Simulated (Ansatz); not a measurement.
All-electron equations of state of elemental crystals

All-electron LAPW (Ansatz 0.2.0), scalar-relativistic, no spin, Fermi–Dirac smearing 0.136 eV, k-meshes of 8 to 18 points an axis; Birch–Murnaghan fits to pressures. Some or most of these lattices are hypothetical for the element, and V0 is the minimum nearest the starting volume; lattices without a usable fit are left out; mesh and smearing are coarse, and magnetic elements are treated as non-magnetic.

```json
{"element": "Tb", "lattice": "bcc", "functional": "PBE", "V0 (Å³/atom)": "33.61", "B0 (GPa)": "17.5", "B′": "3.0", "k-points per axis": "11"}
{"element": "Tb", "lattice": "bcc", "functional": "PBEsol", "V0 (Å³/atom)": "29.43", "B0 (GPa)": "19.1", "B′": "2.6", "k-points per axis": "12"}
{"element": "Tb", "lattice": "diamond", "functional": "LDA", "V0 (Å³/atom)": "19.76", "B0 (GPa)": "107", "B′": "5.8", "k-points per axis": "9"}
{"element": "Tb", "lattice": "diamond", "functional": "PBE", "V0 (Å³/atom)": "22.47", "B0 (GPa)": "60", "B′": "6.5", "k-points per axis": "8"}
{"element": "Tb", "lattice": "diamond", "functional": "PBEsol", "V0 (Å³/atom)": "20.60", "B0 (GPa)": "88", "B′": "6.1", "k-points per axis": "8"}
{"element": "Tb", "lattice": "fcc", "functional": "LDA", "V0 (Å³/atom)": "25.13", "B0 (GPa)": "21", "B′": "3.0", "k-points per axis": "12"}
{"element": "Tb", "lattice": "fcc", "functional": "PBE", "V0 (Å³/atom)": "33.70", "B0 (GPa)": "15.4", "B′": "2.7", "k-points per axis": "11"}
{"element": "Tb", "lattice": "fcc", "functional": "PBEsol", "V0 (Å³/atom)": "28.81", "B0 (GPa)": "16.8", "B′": "2.8", "k-points per axis": "12"}
{"element": "Tb", "lattice": "sc", "functional": "LDA", "V0 (Å³/atom)": "18.73", "B0 (GPa)": "27", "B′": "8.3", "k-points per axis": "12"}
{"element": "Tb", "lattice": "sc", "functional": "PBE", "V0 (Å³/atom)": "32.94", "B0 (GPa)": "10.9", "B′": "2.3", "k-points per axis": "10"}
```

(1) Give V0 and B0 for bcc Tb in LDA.

(2) Give V0 and B0 for sc Tb in PBEsol.

Results:

(1) 26.07 Å³/atom and 21.1 GPa.

(2) 24.54 Å³/atom and 9.7 GPa.
